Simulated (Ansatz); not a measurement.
BaS:

```
CELL_PARAMETERS angstrom
0.00000 3.19375 3.19375
3.19375 0.00000 3.19375
3.19375 3.19375 0.00000
ATOMIC_POSITIONS crystal
Ba 0.00000 0.00000 0.00000
S 0.50000 0.50000 0.50000
```

```yaml
Program: Ansatz 0.2.0
Task: relaxation of cell and atoms
Functional: PBEsol
Potentials_or_basis: all-electron LAPW, scalar-relativistic
Basis_error_allowed: 0.001 eV/atom
k_mesh: 7 × 7 × 7
Occupations: fermi-dirac, width 0.05 eV
Spin: no spin polarisation
```

At the start: volume 32.58 Å³/atom.

**Question.** How do energy, volume and symmetry change on relaxing?

**Answer.** Over 4 steps the energy falls by 3.1 meV/atom and the volume is 31.74 Å³/atom (-2.6 %); space group Fm-3m (No. 225, to 0.05 Å).

The path:
```csv
step,energy change (eV),largest force (eV/Å),volume (Å³)
1,0.0000,0.0000,65.15
2,-0.0056,0.0000,62.96
3,-0.0062,0.0000,63.49
4,-0.0062,0.0000,63.49
```

Final structure:
```
Ba S
1.0
     0.00000    3.16631    3.16631
     3.16631    0.00000    3.16631
     3.16631    3.16631    0.00000
Ba S
1 1
Direct
  0.00000 0.00000 0.00000
  0.50000 0.50000 0.50000
```
